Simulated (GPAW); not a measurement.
# BaF2 (Frankdicksonite): equation of state with vdW-DF2

BaF2 (Frankdicksonite):

```
Ba F
1.0
     0.00000    3.10005    3.10005
     3.10005    0.00000    3.10005
     3.10005    3.10005    0.00000
Ba F
1 2
Direct
  0.00000 0.00000 0.00000
  0.75000 0.75000 0.75000
  0.25000 0.25000 0.25000
```

```yaml
Program: GPAW 26.7.0
Task: equation of state
Functional: vdW-DF2
Potentials_or_basis: GPAW PAW data sets (gpaw-data 1.2.1)
Cutoff: 800 eV
Basis: pw
k_mesh: 6 × 6 × 6
Occupations: fermi-dirac, width 0.05 eV
Spin: no spin polarisation
Maxiter: 150
Eos_scales: "[0.94, 0.96, 0.98, 1.0, 1.02, 1.04, 1.06]"
```

* Equilibrium volume: 21.30 Å³/atom (rough: see the caveat)
* Bulk modulus: 49 GPa (rough)

Energy against volume, from the lowest point:
```tsv
volume (Å³/atom)	energy (meV/atom)
18.670	67.19
19.067	46.05
19.464	29.32
19.862	17.03
20.259	8.37
20.656	2.67
21.053	0.00
```

Wall time 2.4 min on 1 thread of Arm Neoverse V2 (shared host), peak memory 0.41 GiB.

Caveat: the minimum lies outside the volumes run; the PAW data sets were made with another functional, which shifts forces and pressure a little. The run has no spin-orbit coupling, so splittings on Ba are missing.
